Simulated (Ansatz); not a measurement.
**TaN: relaxation of cell and atoms with BPBE**

Crystal: TaN.

```
Ta N
1.0
     0.00000    2.21132    2.21132
     2.21132    0.00000    2.21132
     2.21132    2.21132    0.00000
Ta N
1 1
Direct
  0.50000 0.50000 0.50000
  0.00000 0.00000 0.00000
```

The cell comes from a database or a generator and needn't be the stable form of this composition.

- Program: Ansatz 0.2.0
- Task: relaxation of cell and atoms
- Functional: BPBE
- Potentials or basis: Ansatz PAW
- Cutoff: 420 eV (not typed: the program's choice for these potentials)
- k mesh: 10 × 10 × 10
- Occupations: fermi-dirac, width 0.05 eV
- Spin: no spin polarisation

```json
{
  "Relaxed volume": "10.76 Å³/atom",
  "Relaxed cell": "a = 3.122 Å, b = 3.122 Å, c = 3.122 Å, α = 60.00°, β = 60.00°, γ = 60.00°",
  "Space group after relaxing (to 0.05 Å)": "Fm-3m (No. 225)",
  "Energy gained by relaxing": "0.2 meV/atom",
  "Ionic steps": "4",
  "Pressure after relaxing": "0.0 GPa"
}
```

Step by step:
```tsv
step	energy change (eV)	largest force (eV/Å)	volume (Å³)
1	0.0000	0.0000	21.63
2	-0.0009	0.0000	21.48
3	-0.0008	0.0000	21.52
4	-0.0004	0.0000	21.52
```

Final structure:
```
Ta N
1.0
     0.00000    2.20784    2.20784
     2.20784    0.00000    2.20784
     2.20784    2.20784    0.00000
Ta N
1 1
Direct
  0.50000 0.50000 0.50000
  0.00000 0.00000 0.00000
```

Wall time 2 s on 2 threads of Arm Neoverse V2, on a shared host, peak memory 0.29 GiB.

Caveat: the plane-wave basis is chosen anew once the cell has moved, so the energies of steps on either side of that aren't comparable; the pressure holds a Pulay correction of +0.5 GPa for the finite cutoff; the PAW data sets come from PBE, with cores solved anew for the run's functional, which leaves a small shift of forces and pressure. The run has no spin-orbit coupling, so splittings on Ta are missing.
